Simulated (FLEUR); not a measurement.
# MoS2 (R-3m) in FLEUR: notebook

Runs on MoS2. Level: PBEsol+U. Tasks: single point.

Everything below comes from runs of FLEUR MaX-R8.1 (later development tree). Logs are shortened: lines on timing, memory, paths and dates and some standing lists are left out, and cuts for length are marked.

### Step 1. Starting point

Symmetry: R-3m, No. 166, trigonal system. The conventional cell has a = 3.171 Å, b = 3.171 Å, c = 18.345 Å, α = 90.00°, β = 90.00°, γ = 120.00°. Mo (site symmetry -3m) has 6 S at 2.39 Å as nearest neighbours. Around S (site symmetry 3m) lie 3 Mo at 2.39 Å.

Measurements of this composition are mostly on another form, of space group No. 194.

### Step 2. Single point, PBEsol+U

inp.xml reads:

```xml
<?xml version="1.0" encoding="UTF-8" standalone="no"?>
<fleurInput fleurInputVersion="0.39">
   <comment>
      MoS2                                                                                                
   </comment>
   <calculationSetup>
      <cutoffs Kmax="5.54" Gmax="17.2" GmaxXC="17.2" numbands="0"/>
      <scfLoop itmax="100" minDistance="0.0002" maxIterBroyd="50" imix="Anderson" alpha="0.05" precondParam="0.0" spinf="2.0" sdNocoIR="T"/>
      <coreElectrons ctail="T" frcor="F" kcrel="0" coretail_lmax="0"/>
      <xcFunctional name="PBEs" relativisticCorrections="F"/>
      <magnetism jspins="1"/>
      <soc l_soc="F" theta="0.0" phi="0.0" spav="F"/>
      <expertModes spex="0" secvar="F"/>
      <geometryOptimization l_f="F" forcealpha="1.0" forcemix="BFGS" epsdisp="0.00001" epsforce="0.00001"/>
      <ldaU l_linMix="F" mixParam="0.05" spinf="1.0"/>
   </calculationSetup>
   <cell>
      <bzIntegration valenceElectrons="26.0" mode="hist" fermiSmearingEnergy="0.00183747">
         <kPointListSelection listName="default-1"/>
         <!-- k-points included here -->
         <xi:include xmlns:xi="http://www.w3.org/2001/XInclude" href="kpts.xml"> </xi:include>
      </bzIntegration>
      <!-- symmetry operations included here -->
      <xi:include xmlns:xi="http://www.w3.org/2001/XInclude" href="sym.xml"> </xi:include>
      <bulkLattice scale="1.0">
         <bravaisMatrix>
            <row-1>    2.9961607705532995     1.7298342274140575    11.5556689529049077</row-1>
            <row-2>   -2.9961607705532995     1.7298342274140575    11.5556689529049077</row-2>
            <row-3>    0.0000000000000000    -3.4596684548281149    11.5556689529049077</row-3>
         </bravaisMatrix>
      </bulkLattice>
   </cell>
   <atomSpecies>
      <species name="Molybdenum (Mo)" element="Mo" atomicNumber="42">
         <mtSphere radius="2.36" gridPoints="791" logIncrement="0.016"/>
         <atomicCutoffs lmax="10" lnonsphr="10"/>
         <electronConfig flipSpins="F">
            <coreConfig>(1s1/2) (2s1/2) (2p1/2) (2p3/2) (3s1/2) (3p1/2) (3p3/2) (3d3/2) (3d5/2)</coreConfig>
            <valenceConfig>(4s1/2) (4p1/2) (4p3/2) (5s1/2) (4d3/2) (4d5/2)</valenceConfig>
            <stateOccupation state="(5s1/2)" spinUp="0.500000" spinDown="0.500000"/>
            <stateOccupation state="(4d3/2)" spinUp="1.000000" spinDown="1.000000"/>
            <stateOccupation state="(4d5/2)" spinUp="1.500000" spinDown="1.500000"/>
         </electronConfig>
         <energyParameters s="5" p="5" d="4" f="4"/>
         <ldaU l="2" U="0.0" J="0.0" l_amf="F"/>
         <lo type="SCLO" l="0" n="4" eDeriv="0"/>
         <lo type="SCLO" l="1" n="4" eDeriv="0"/>
         <lo type="SCLO" l="1" n="4" eDeriv="1"/>
         <lo type="SCLO" l="3" n="4" eDeriv="2"/>
      </species>
      <species name="Sulfur (S)" element="S" atomicNumber="16">
         <mtSphere radius="1.77" gridPoints="593" logIncrement="0.019"/>
         <atomicCutoffs lmax="8" lnonsphr="8"/>
         <electronConfig flipSpins="F">
            <coreConfig>(1s1/2) (2s1/2) (2p1/2) (2p3/2)</coreConfig>
            <valenceConfig>(3s1/2) (3p1/2) (3p3/2)</valenceConfig>
            <stateOccupation state="(3p1/2)" spinUp="0.666667" spinDown="0.666667"/>
            <stateOccupation state="(3p3/2)" spinUp="1.333333" spinDown="1.333333"/>
         </electronConfig>
         <energyParameters s="3" p="3" d="3" f="4"/>
         <lo type="SCLO" l="0" n="3" eDeriv="2"/>
         <lo type="SCLO" l="1" n="3" eDeriv="2"/>
         <lo type="SCLO" l="2" n="3" eDeriv="2"/>
         <lo type="SCLO" l="3" n="4" eDeriv="2"/>
      </species>
   </atomSpecies>
   <atomGroups>
      <atomGroup species="Molybdenum (Mo)">
         <relPos label="                   1">.0000000000 .0000000000 .0000000000</relPos>
         <force calculate="T" relaxXYZ="TTT"/>
      </atomGroup>
      <atomGroup species="Sulfur (S)">
         <relPos label="                   2">1.000/4.000 1.000/4.000 1.000/4.000</relPos>
         <relPos label="                   3">-1.000/4.000 -1.000/4.000 -1.000/4.000</relPos>
         <force calculate="T" relaxXYZ="TTT"/>
      </atomGroup>
   </atomGroups>
   <output dos="F" band="F" slice="F">
      <checks vchk="F" cdinf="F"/>
      <bandDOS minEnergy="-.5*Htr" maxEnergy="0.5*Htr" sigma="0.015" storeEVData="T"/>
      <vacuumDOS vacdos="F" integ="F" star="F" nstars="0" locx1="0.0" locy1="0.0" locx2="0.0" locy2="0.0" nstm="0" tworkf="0.0"/>
      <unfoldingBand unfoldBand="F" supercellX="1" supercellY="1" supercellZ="1"/>
      <plotting iplot="0" polar="F">
         <plot TwoD="T" vec1="  1.0  0.0  0.0" vec2="  0.0  1.0  0.0" vec3="  0.0  0.0  1.0" zero="  0.0  0.0  0.0" file="plot"/>
      </plotting>
      <chargeDensitySlicing numkpt="0" minEigenval="0.0" maxEigenval="0.0" nnne="0" pallst="F"/>
      <specialOutput eonly="F"/>
      <moessbauerParams electricFieldGradient="T" isomerShift="T" coreHyperfine="T" valenceHyperfine="T"/>
      <magneticCircularDichroism mcd="F" energyLo="-10.0" energyUp="0.0"/>
   </output>
  <!-- We include the file relax.xml here to enable relaxations (see documentation) -->
  <xi:include xmlns:xi="http://www.w3.org/2001/XInclude" href="relax.xml"> <xi:fallback/> </xi:include>
</fleurInput>
```

crystal.txt reads:

```
MoS2
&input cartesian=F /
1.5855000000  0.9153888518  6.1149966667
-1.5855000000  0.9153888518  6.1149966667
0.0000000000  -1.8307777036  6.1149966667
1.8897261246
1.0 1.0 1.0

3
42 0.0000000000  0.0000000000  0.0000000000
16 0.2500000000  0.2500000000  0.2500000000
16 0.7500000000  0.7500000000  0.7500000000

&kpt div1=8 div2=8 div3=8 gamma=T /
```

Potentials or basis: all-electron, FLAPW.

On the command line:

```
$ inpgen -f crystal.txt -profile fastHighL
$ # inp.xml edited to the form shown
$ fleur_MPI
```

Output:

```text
Welcome to FLEUR        (www.flapw.de)
      MaX-Release 8.1          (www.max-centre.eu)

 ========== k-point set info ==========
 Selected k-point list: default-1
 k-point list type: mesh
 8 x 8 x 8
 Number of k points: 65

 ------------Calculation Setup---------------------------
 Number of MPI-tasks      :            1
 Number of PE/node        :            1
 Number of OMP-threads    :            1
 Most efficient MPI parallelization for:
           1           5          13          65
 Additional eigenvalue parallelization possible
 Number of basis functions:         1129
 Approximate size of matrices (H+S) per k-point:         0.019 GB
 --------------------------------------------------------
 no density matrix found ... skipping LDA+U
 Reset of history
 Iteration:     1   Distance:      15.25369567 me/bohr^3
 Iteration:     2   Distance:      12.64709858 me/bohr^3
 Iteration:     3   Distance:      10.63727382 me/bohr^3
 Iteration:     4   Distance:       9.01015178 me/bohr^3
 Iteration:     5   Distance:       5.93269013 me/bohr^3
 Iteration:     6   Distance:       2.71085536 me/bohr^3
 Iteration:     7   Distance:       2.66366567 me/bohr^3
 Iteration:     8   Distance:       1.46932217 me/bohr^3
 Iteration:     9   Distance:       0.34641357 me/bohr^3
 Iteration:    10   Distance:       0.15382940 me/bohr^3
 Iteration:    11   Distance:       0.10728899 me/bohr^3
 Iteration:    12   Distance:       0.02215882 me/bohr^3
 Iteration:    13   Distance:       0.00984724 me/bohr^3
 Iteration:    14   Distance:       0.00137830 me/bohr^3
 Iteration:    15   Distance:       0.00107207 me/bohr^3
 Iteration:    16   Distance:       0.00020729 me/bohr^3
 Iteration:    17   Distance:       0.00006068 me/bohr^3

 ********************************************************************
 Run finished successfully
 Stop message:
   all done
 ********************************************************************
```

Run time: 10 min. Hardware: 1 thread of Arm Neoverse V1, shared host; peak memory 0.19 GiB.

What came out:

```yaml
Free_energy: -131829.5773 eV
Band_gap_on_the_k_mesh: none (metal or under the smearing width)
Valence_electrons_inside_the_program's_atomic_spheres: Mo 11.87; S 3.10 (radii Mo 2.36, S 1.77 bohr)
```

Levels at points of the mesh, in eV from the Fermi level:
```tsv
k point	band 11	band 12	band 13	band 14	band 15	band 16
(0.00, 0.00, 0.00)	-1.25	-1.04	-1.04	-0.22	-0.22	3.41
(0.00, 0.00, 0.50)	-2.83	-1.93	-1.59	1.06	1.98	3.43
(0.00, 0.50, 0.50)	-2.86	-2.25	-1.80	1.06	1.76	3.89
(0.50, 0.50, 0.50)	-1.03	-1.03	-0.32	-0.32	-0.03	3.53
```

Eigenvalues of the final occupation matrices:
```tsv
site	spin	trace	eigenvalues
atom type 1	1	3.42	0.63 0.63 0.70 0.73 0.73
```

Core levels (eV from the Fermi level):
```csv
atom,levels
1 Mo,"1s1/2 -19798.2, 2s1/2 -2793.9, 2p1/2 -2570.4, 2p3/2 -2464.0, 3s1/2 -473.3, 3p1/2 -388.3, 3p3/2 -370.8, 3d3/2 -220.4, 3d5/2 -217.1"
2 S,"1s1/2 -2395.9, 2s1/2 -205.7, 2p1/2 -151.6, 2p3/2 -150.4"
3 S,"1s1/2 -2395.9, 2s1/2 -205.7, 2p1/2 -151.6, 2p3/2 -150.4"
```

Caveat: U without spin polarisation on a metal has little footing.

### Step 3. Single point, PBEsol+U

Changes to inp.xml since step 2:

```diff
@@ -44,3 +44,3 @@
          <energyParameters s="5" p="5" d="4" f="4"/>
-         <ldaU l="2" U="0.0" J="0.0" l_amf="F"/>
+         <ldaU l="2" U="2" J="0.0" l_amf="F"/>
          <lo type="SCLO" l="0" n="4" eDeriv="0"/>
```

crystal.txt is that of step 2.

Potentials or basis: all-electron, FLAPW.

On the command line:

```
$ inpgen -f crystal.txt -profile fastHighL
$ # inp.xml edited to the form shown
$ fleur_MPI
```

Output:

```text
Welcome to FLEUR        (www.flapw.de)
      MaX-Release 8.1          (www.max-centre.eu)

 ========== k-point set info ==========
 Selected k-point list: default-1
 k-point list type: mesh
 8 x 8 x 8
 Number of k points: 65

 ------------Calculation Setup---------------------------
 Number of MPI-tasks      :            1
 Number of PE/node        :            1
 Number of OMP-threads    :            1
 Most efficient MPI parallelization for:
           1           5          13          65
 Additional eigenvalue parallelization possible
 Number of basis functions:         1129
 Approximate size of matrices (H+S) per k-point:         0.019 GB
 --------------------------------------------------------
 no density matrix found ... skipping LDA+U
 Reset of history
 Iteration:     1   Distance:      15.25369567 me/bohr^3
 Iteration:     2   Distance:      13.96986571 me/bohr^3
 Iteration:     3   Distance:      11.67823011 me/bohr^3
 Iteration:     4   Distance:       8.82114089 me/bohr^3
 Iteration:     5   Distance:       9.22058599 me/bohr^3
 Iteration:     6   Distance:       2.98396778 me/bohr^3
 Iteration:     7   Distance:       3.07758130 me/bohr^3
 Iteration:     8   Distance:       1.60236807 me/bohr^3
 Iteration:     9   Distance:       0.45589613 me/bohr^3
 Iteration:    10   Distance:       0.25254546 me/bohr^3
 Iteration:    11   Distance:       0.27811857 me/bohr^3
 Iteration:    12   Distance:       0.03038583 me/bohr^3
 Iteration:    13   Distance:       0.03169083 me/bohr^3
 Iteration:    14   Distance:       0.00624980 me/bohr^3
 Iteration:    15   Distance:       0.00176045 me/bohr^3
 Iteration:    16   Distance:       0.00178649 me/bohr^3
 Iteration:    17   Distance:       0.00033630 me/bohr^3
 Iteration:    18   Distance:       0.00012852 me/bohr^3

 ********************************************************************
 Run finished successfully
 Stop message:
   all done
 ********************************************************************
```

Run time: 11 min. Hardware: 1 thread of Arm Neoverse V1, shared host; peak memory 0.19 GiB.

What came out:

```yaml
Free_energy: -131827.3414 eV
Band_gap_on_the_k_mesh: none (metal or under the smearing width)
Valence_electrons_inside_the_program's_atomic_spheres: Mo 11.84; S 3.10 (radii Mo 2.36, S 1.77 bohr)
```

Eigenvalues of the final occupation matrices:
| site | spin | trace | eigenvalues |
| --- | --- | --- | --- |
| atom type 1 | 1 | 3.38 | 0.61 0.61 0.70 0.73 0.73 |

Core levels (eV from the Fermi level):
| atom | levels |
| --- | --- |
| 1 Mo | 1s1/2 -19798.6, 2s1/2 -2794.2, 2p1/2 -2570.8, 2p3/2 -2464.3, 3s1/2 -473.6, 3p1/2 -388.6, 3p3/2 -371.1, 3d3/2 -220.8, 3d5/2 -217.4 |
| 2 S | 1s1/2 -2395.9, 2s1/2 -205.7, 2p1/2 -151.6, 2p3/2 -150.4 |
| 3 S | 1s1/2 -2395.9, 2s1/2 -205.7, 2p1/2 -151.6, 2p3/2 -150.4 |

Caveat: U without spin polarisation on a metal has little footing.

### Step 4. Single point, PBEsol+U

Changes to inp.xml since step 3:

```diff
@@ -44,3 +44,3 @@
          <energyParameters s="5" p="5" d="4" f="4"/>
-         <ldaU l="2" U="2" J="0.0" l_amf="F"/>
+         <ldaU l="2" U="3" J="0.0" l_amf="F"/>
          <lo type="SCLO" l="0" n="4" eDeriv="0"/>
```

crystal.txt is that of step 3.

On the command line:

```
$ inpgen -f crystal.txt -profile fastHighL
$ # inp.xml edited to the form shown
$ fleur_MPI
```

Wall time 11 min (1 thread of Arm Neoverse V1, shared host); peak memory 0.19 GiB.

Results (log left out):

```yaml
Free_energy: -131826.2288 eV
Band_gap_on_the_k_mesh: none (metal or under the smearing width)
Valence_electrons_inside_the_program's_atomic_spheres: Mo 11.83; S 3.11 (radii Mo 2.36, S 1.77 bohr)
```

Levels at points of the mesh, in eV from the Fermi level:
```tsv
k point	band 11	band 12	band 13	band 14	band 15	band 16
(0.00, 0.00, 0.00)	-1.23	-1.04	-1.04	-0.28	-0.28	3.44
(0.00, 0.00, 0.50)	-2.92	-1.94	-1.66	1.16	2.01	3.43
(0.00, 0.50, 0.50)	-2.93	-2.26	-1.87	1.17	1.80	3.89
(0.50, 0.50, 0.50)	-1.03	-1.03	-0.38	-0.38	-0.02	3.55
```

Eigenvalues of the final occupation matrices:
| site | spin | trace | eigenvalues |
| --- | --- | --- | --- |
| atom type 1 | 1 | 3.36 | 0.60 0.60 0.69 0.73 0.73 |

Core levels (eV from the Fermi level):
| atom | levels |
| --- | --- |
| 1 Mo | 1s1/2 -19798.7, 2s1/2 -2794.4, 2p1/2 -2571.0, 2p3/2 -2464.5, 3s1/2 -473.8, 3p1/2 -388.8, 3p3/2 -371.3, 3d3/2 -220.9, 3d5/2 -217.6 |
| 2 S | 1s1/2 -2395.9, 2s1/2 -205.7, 2p1/2 -151.6, 2p3/2 -150.4 |
| 3 S | 1s1/2 -2395.9, 2s1/2 -205.7, 2p1/2 -151.6, 2p3/2 -150.4 |

Caveat: U without spin polarisation on a metal has little footing.

### Step 5. Single point, PBEsol+U

Changes to inp.xml since step 4:

```diff
@@ -44,3 +44,3 @@
          <energyParameters s="5" p="5" d="4" f="4"/>
-         <ldaU l="2" U="3" J="0.0" l_amf="F"/>
+         <ldaU l="2" U="4" J="0.0" l_amf="F"/>
          <lo type="SCLO" l="0" n="4" eDeriv="0"/>
```

crystal.txt is that of step 4.

Potentials or basis: all-electron, FLAPW.

On the command line:

```
$ inpgen -f crystal.txt -profile fastHighL
$ # inp.xml edited to the form shown
$ fleur_MPI
```

Output:

```text
Welcome to FLEUR        (www.flapw.de)
      MaX-Release 8.1          (www.max-centre.eu)

 ========== k-point set info ==========
 Selected k-point list: default-1
 k-point list type: mesh
 8 x 8 x 8
 Number of k points: 65

 ------------Calculation Setup---------------------------
 Number of MPI-tasks      :            1
 Number of PE/node        :            1
 Number of OMP-threads    :            1
 Most efficient MPI parallelization for:
           1           5          13          65
 Additional eigenvalue parallelization possible
 Number of basis functions:         1129
 Approximate size of matrices (H+S) per k-point:         0.019 GB
 --------------------------------------------------------
 no density matrix found ... skipping LDA+U
 Reset of history
 Iteration:     1   Distance:      15.25369567 me/bohr^3
 Iteration:     2   Distance:      15.21661350 me/bohr^3
 Iteration:     3   Distance:      12.70628761 me/bohr^3
 Iteration:     4   Distance:       8.62599986 me/bohr^3
 Iteration:     5   Distance:      11.26866502 me/bohr^3
 Iteration:     6   Distance:       3.43467094 me/bohr^3
 Iteration:     7   Distance:       2.86515888 me/bohr^3
 Iteration:     8   Distance:       1.47831237 me/bohr^3
 Iteration:     9   Distance:       1.29340783 me/bohr^3
 Iteration:    10   Distance:       0.22577951 me/bohr^3
 Iteration:    11   Distance:       0.25316918 me/bohr^3
 Iteration:    12   Distance:       0.04527253 me/bohr^3
 Iteration:    13   Distance:       0.04624885 me/bohr^3
 Iteration:    14   Distance:       0.03968526 me/bohr^3
 Iteration:    15   Distance:       0.00843545 me/bohr^3
 Iteration:    16   Distance:       0.00774093 me/bohr^3
 Iteration:    17   Distance:       0.00025237 me/bohr^3
 Iteration:    18   Distance:       0.00018433 me/bohr^3

 ********************************************************************
 Run finished successfully
 Stop message:
   all done
 ********************************************************************
```

It took 11 min on 1 thread of Arm Neoverse V1, shared host; peak memory 0.19 GiB.

What came out:

- Free energy: -131825.1202 eV
- Band gap on the k mesh: none (metal or under the smearing width)
- Valence electrons inside the program's atomic spheres: Mo 11.81; S 3.11 (radii Mo 2.36, S 1.77 bohr)

Eigenvalues of the final occupation matrices:
```
       site  spin  trace               eigenvalues
atom type 1     1   3.33  0.60 0.60 0.69 0.73 0.73
```

Core levels (eV from the Fermi level):
| atom | levels |
| --- | --- |
| 1 Mo | 1s1/2 -19798.9, 2s1/2 -2794.6, 2p1/2 -2571.2, 2p3/2 -2464.7, 3s1/2 -474.0, 3p1/2 -389.0, 3p3/2 -371.5, 3d3/2 -221.1, 3d5/2 -217.8 |
| 2 S | 1s1/2 -2395.9, 2s1/2 -205.7, 2p1/2 -151.6, 2p3/2 -150.4 |
| 3 S | 1s1/2 -2395.9, 2s1/2 -205.7, 2p1/2 -151.6, 2p3/2 -150.4 |

Caveat: U without spin polarisation on a metal has little footing.

### Step 6. Overview

```tsv
U	gap on the mesh (eV)
Mo d U = 0.0 eV	none
Mo d U = 2 eV	none
Mo d U = 3 eV	none
Mo d U = 4 eV	none
```

Alike in all rows: task single point; level PBEsol+U; potentials or basis all-electron, FLAPW; no spin polarisation; cell as given; k mesh 8 × 8 × 8; smearing fermi-dirac 0.05 eV; kmax 5.54 1/bohr.

Every run on the cell as given and a fine mesh finds a metal.

Caveats: U without spin polarisation on a metal has little footing.

Compare energies only between runs with the same functional and basis.
